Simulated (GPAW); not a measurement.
Set up this calculation in GPAW 26.7.0, as an ASE script.

| Property | Result |
| --- | --- |
| Task | single point |
| Functional | PBE |
| Potentials or basis | GPAW PAW data sets (gpaw-data 1.2.1) |
| Cutoff | 600 eV |
| Basis | pw |
| k mesh | 9 × 9 × 9 |
| Occupations | fermi-dirac, width 0.05 eV |
| Spin | collinear spin, ferromagnetic start |
| Starting moments | [1.0, 0.0, 0.0] μB |
| Maxiter | 150 |

Si2Ni:

```
Ni Si
1.0
     0.00000    2.70300    2.70300
     2.70300    0.00000    2.70300
     2.70300    2.70300    0.00000
Ni Si
1 2
Direct
  0.00000 0.00000 0.00000
  0.75000 0.75000 0.75000
  0.25000 0.25000 0.25000
```

These files were run (other wordings do the same):

run.py

```python
from ase import Atoms
from ase.dft.bandgap import bandgap
from ase.io import write
from ase.units import Bohr, GPa
from gpaw import GPAW, PW
from gpaw.elf import elf_from_dft_calculation

atoms = Atoms(['Ni', 'Si', 'Si'],
              cell=[[0.0, 2.703, 2.703],
                    [2.703, 0.0, 2.703],
                    [2.703, 2.703, 0.0]],
              scaled_positions=[[0.0, 0.0, 0.0],
                                [0.75, 0.75, 0.75],
                                [0.25, 0.25, 0.25]],
              pbc=True)
atoms.set_initial_magnetic_moments([1.0, 0.0, 0.0])

calc = GPAW(mode=PW(600),
            xc='PBE',
            kpts={'size': (9, 9, 9), 'gamma': True},
            occupations={'name': 'fermi-dirac', 'width': 0.05},
            nbands=24,
            convergence={'density': 1e-05, 'energy': 1e-05},
            maxiter=150,
            txt='gpaw.txt')
atoms.calc = calc
energy = atoms.get_potential_energy()
forces = atoms.get_forces()
stress = atoms.get_stress()
calc.write('gs.gpw')
write('result.traj', atoms)
print(f'Energy: {energy:.6f} eV')
print('Forces (eV/A):')
print(forces.round(4))
print('Stress (GPa):', (stress / GPa).round(3))
print('Moments:', calc.get_magnetic_moments().round(3))
print('Fermi level:', round(calc.get_fermi_level(), 4), 'eV')
print(f'Gap: {bandgap(calc)[0]:.4f} eV, direct: {bandgap(calc, direct=True)[0]:.4f} eV')

# fields on the real-space grid
write('density.cube', atoms, data=calc.get_pseudo_density() * Bohr**3)
write('potential.cube', atoms, data=calc.get_electrostatic_potential())
write('spin.cube', atoms, data=(calc.get_pseudo_density(spin=0) - calc.get_pseudo_density(spin=1)) * Bohr**3)
write('elf.cube', atoms, data=elf_from_dft_calculation(calc).data)
```

Potentials or basis: GPAW PAW data sets (gpaw-data 1.2.1), pw.

Run with:

```console
$ OMP_NUM_THREADS=1 python run.py
```

It gave:

```json
{"Pressure": "5.0 GPa", "Band gap on the k mesh": "none (metal or under the smearing width)", "Net moment": "0.00 μB per cell"}
```

Caveat: the stock nickel data set gives pressures a few GPa off other programs.

Run time: 48 s on 1 thread of Intel(R) Xeon(R) Platinum 8375C CPU @ 2.90GHz (Ice Lake), with other jobs on the host, peak memory 0.2 GiB.
